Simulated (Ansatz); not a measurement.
Input and command of a calculation in Ansatz (plane waves; scalar-relativistic PAW potentials unless the input names others):

```yaml
crystal:
  lattice:
    - [2.8261372974, 0.0, 0.0]
    - [0.0, 3.5026883323, 0.0]
    - [0.0, 0.0, 4.7093899524]
  atoms:
    - { symbol: Si, position: [0.5, 0.5, 0.8431827238] }
    - { symbol: Si, position: [0.0, 0.0, 0.1568172762] }
    - { symbol: Ni, position: [0.5, 0.5, 0.3423059774] }
    - { symbol: Ni, position: [0.0, 0.0, 0.6576940226] }
basis:
  ecutwfc: "400 K"
kpoints:
  mp_grid: { grid: [16, 14, 10] }
hamiltonian:
  xc: pbe
scf:
  occupations: { method: gaussian, width: 0.15 }
  max_iter: 100
output:
  forces: true
  eigenvalues: true
  stress: true
```

```bash
ansatz run input.yaml --threads 1 --pin off --max-ram 2560MiB --backend cpu --events-out ev --progress --plain --runs-dir out
```

Question: Will this input run?

Answer: The program refuses it, because of a cutoff in the wrong unit (basis.ecutwfc: 420 → "400 K"). With the sound run's settings it is accepted.

Abridged log:
```
Error: inconsistent input (basis.ecutwfc, kpoints): the smallest per-k basis holds n_pw = 0 plane waves (k-point 1, counted from 0 among those solved) but the deck needs at least 23 band(s) per channel, and no run solves more bands than the smallest per-k basis has plane waves; raise basis.ecutwfc until the smallest per-k basis, which caps the automatic band count, holds at least 23 plane waves
```